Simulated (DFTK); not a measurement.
# HfO2 (Fm-3m) in DFTK: a series of runs

The runs below take HfO2 through single point, with PBE.

Program: DFTK 0.8.2. These are calculated values, not measurements. Logs are shortened: lines on timing, memory, paths and dates and some standing lists are left out, and cuts for length are marked.

### 1 The undisturbed crystal

The structure is cubic, space group Fm-3m (No. 225). The conventional cell has a = 5.115 Å, b = 5.115 Å, c = 5.115 Å, α = 90.00°, β = 90.00°, γ = 90.00°. Hf (site symmetry m-3m) is surrounded by 8 O at 2.21 Å. O (site symmetry -43m) is surrounded by 4 Hf at 2.21 Å.

Measurements of this composition are mostly on another form, of space group No. 14.

### 2 Single point, PBE, 10.71 Å³/atom (strain = -0.04)

Input file run.jl:

```julia
using DFTK
using PseudoPotentialData
using Unitful, UnitfulAtomic
using LinearAlgebra, Printf
include("save.jl")
disable_threading()

# lattice vectors are the columns
lattice = austrip(1u"Å") * [           0.0         2.4552         2.4552;
                   2.5575            0.0         2.5575;
                   2.5575         2.5575            0.0]
symbols   = [:Hf, :O, :O]
positions = [[0.0, 0.0, 0.0],
             [0.75, 0.75, 0.75],
             [0.25, 0.25, 0.25]]
pseudopotentials = PseudoFamily("dojo.nc.sr.pbe.v0_4_1.standard.upf")
elements = Dict(s => ElementPsp(s, pseudopotentials) for s in unique(symbols))
atoms    = [elements[s] for s in symbols]

build_model(lattice, positions; symmetries=true) =
    model_DFT(lattice, atoms, positions;
              functionals=PBE(),
              temperature=austrip(0.05u"eV"),
              smearing=Smearing.FermiDirac(),
              symmetries)
Ecut  = 42.0  # hartree
kgrid = [6, 6, 6]
tol   = 1e-6
to_GPa = ustrip(uconvert(u"GPa", 1u"hartree/bohr^3"))

model = build_model(lattice, positions)
basis = PlaneWaveBasis(model; Ecut, kgrid)
display(basis)
scfres = self_consistent_field(basis;
                               tol,
                               nbandsalg=AdaptiveBands(model; n_bands_converge=17))
display(scfres.energies)
@printf "Fermi level: %.6f eV\n" ustrip(auconvert(u"eV", something(scfres.εF, NaN)))
forces = compute_forces_cart(scfres)
println("Forces (eV/Å)")
for (s, f) in zip(symbols, forces)
    @printf "%-3s %12.6f %12.6f %12.6f\n" s ustrip.(auconvert.(u"eV/Å", f))...
end
stress = compute_stresses_cart(scfres)
println("Stress (GPa)")
display(round.(stress * to_GPa; digits=4))
println("Levels at the first k-point (eV): ", round.(ustrip.(auconvert.(u"eV", scfres.eigenvalues[1][1:scfres.n_bands_converge])); digits=4))
save_scf!(scfres; forces, stress)
```

Potentials or basis: dojo.nc.sr.pbe.v0_4_1.standard.upf (PBE).

On the command line:

```bash
$ julia --threads=1 run.jl  # save.jl only writes the numbers to a file and isn't shown; printed stress counts tension as positive; times include loading and compiling
```

What it wrote:

```text
PlaneWaveBasis discretization:

    Ecut                 : 42.0 Ha
    fft_size             : (45, 45, 45), 91125 total points
    kgrid                : MonkhorstPack([6, 6, 6])
    num.   red. kpoints  : 216
    num. irred. kpoints  : 30

    Discretized Model(gga_x_pbe+gga_c_pbe, 3D):
        lattice (in Bohr)    : [0         , 4.63966   , 4.63966   ]
                               [4.83297   , 0         , 4.83297   ]
                               [4.83297   , 4.83297   , 0         ]
        unit cell volume     : 216.74 Bohr³

        atoms                : HfO₂
        pseudopot. family    : PseudoFamily("dojo.nc.sr.pbe.v0_4_1.standard.upf")

        num. electrons       : 24
        spin polarization    : none
        temperature          : 0.0018375 Ha
        smearing             : DFTK.Smearing.FermiDirac()

        terms                : Kinetic()
                               AtomicLocal()
                               AtomicNonlocal()
                               Ewald(nothing)
                               PspCorrection()
                               Hartree()
                               Xc(gga_x_pbe, gga_c_pbe)
                               Entropy()
n     Energy            log10(ΔE)   log10(Δρ)   Diag   Δtime
---   ---------------   ---------   ---------   ----   ------
  1   -89.45271147901                   -0.37    6.2    8.42s
  2   -89.47280884649       -1.70       -0.36    3.5    5.18s
  3   -89.65817867011       -0.73       -0.70    4.1    5.22s
  4   -89.70081597129       -1.37       -1.32    3.0    4.08s
  5   -89.70226871960       -2.84       -1.61    1.8    3.45s
  6   -89.70285346427       -3.23       -2.06    2.0    3.87s
  7   -89.70293284895       -4.10       -2.78    1.6    3.36s
  8   -89.70293665514       -5.42       -3.27    2.9    4.35s
  9   -89.70293690144       -6.61       -3.88    2.1    3.85s
 10   -89.70293688625   +   -7.82       -3.69    2.2    3.70s
 11   -89.70293691209       -7.59       -4.24    1.3    3.35s
 12   -89.70293691397       -8.73       -4.56    1.8    3.60s
 13   -89.70293691450       -9.27       -5.47    2.0    3.91s
 14   -89.70293691450      -12.11       -5.24    3.1    4.32s
 15   -89.70293691452      -10.80       -5.53    1.0    3.24s
 16   -89.70293691453      -11.19       -6.65    1.7    3.71s
Energy breakdown (in Ha):
    Kinetic             36.7929438
    AtomicLocal         -50.6412169
    AtomicNonlocal      -2.4745019
    Ewald               -68.1638128
    PspCorrection       3.8019523
    Hartree             13.7267164
    Xc                  -22.7450179
    Entropy             -0.0000000

    total               -89.702936914527
Fermi level: 10.337124 eV
Forces (eV/Å)
Hf      0.000000     0.000000    -0.000000
O      -0.000000     0.000000     0.000000
O       0.000000    -0.000000    -0.000000
Stress (GPa)
3×3 StaticArraysCore.SMatrix{3, 3, Float64, 9} with indices SOneTo(3)×SOneTo(3):
 -18.2505  0.0     -0.0
  -0.0     1.0434   0.0
  -0.0     0.0      1.0434
Levels at the first k-point (eV): [-52.757, -21.2586, -21.2336, -21.2336, -10.4461, -7.2939, 2.8532, 2.9122, 2.9122, 7.5123, 7.5123, 8.0747, 12.0525, 12.3921, 14.3838, 18.8847, 18.8847]
```

Run time: 2.1 min. Hardware: 1 thread of Intel Xeon 6975P-C (Granite Rapids), shared host; peak memory 1.8 GiB.

Results:

* Free energy: -2440.9413 eV
* Pressure: 5.4 GPa
* Band gap on the k mesh: 3.43 eV, indirect (least direct gap 3.54 eV)

Caveat: spin-orbit coupling is left out, which moves the levels of the heavy elements.

### 3 Single point, PBE, 10.93 Å³/atom (strain = -0.02)

run.jl: that of step 2 with these lines changed.

```diff
@@ -8,3 +8,3 @@
 # lattice vectors are the columns
-lattice = austrip(1u"Å") * [           0.0         2.4552         2.4552;
+lattice = austrip(1u"Å") * [           0.0        2.50635        2.50635;
                    2.5575            0.0         2.5575;
```

Potentials or basis: dojo.nc.sr.pbe.v0_4_1.standard.upf (PBE).

On the command line:

```bash
$ julia --threads=1 run.jl  # save.jl only writes the numbers to a file and isn't shown; printed stress counts tension as positive; times include loading and compiling
```

Run time: 2.1 min. Hardware: 1 thread of Intel Xeon 6975P-C (Granite Rapids), shared host; peak memory 1.8 GiB.

Results (log left out):

```yaml
Free_energy: -2440.9921 eV
Pressure: 0.0 GPa
Band_gap_on_the_k_mesh: 3.66 eV, indirect (least direct gap 3.67 eV)
```

Caveat: spin-orbit coupling is left out, which moves the levels of the heavy elements.

### 4 For comparison

An earlier run on the cell as given: functional PBEsol; potentials or basis dojo.nc.sr.pbesol.v0_4_1.standard.upf (PBEsol); cutoff 1143 eV; k mesh 9 × 9 × 9; occupations fermi-dirac, width 0.05 eV; no spin polarisation.

* Pressure: -13.1 GPa
* Band gap on the k mesh: 3.75 eV, indirect (least direct gap 3.87 eV)
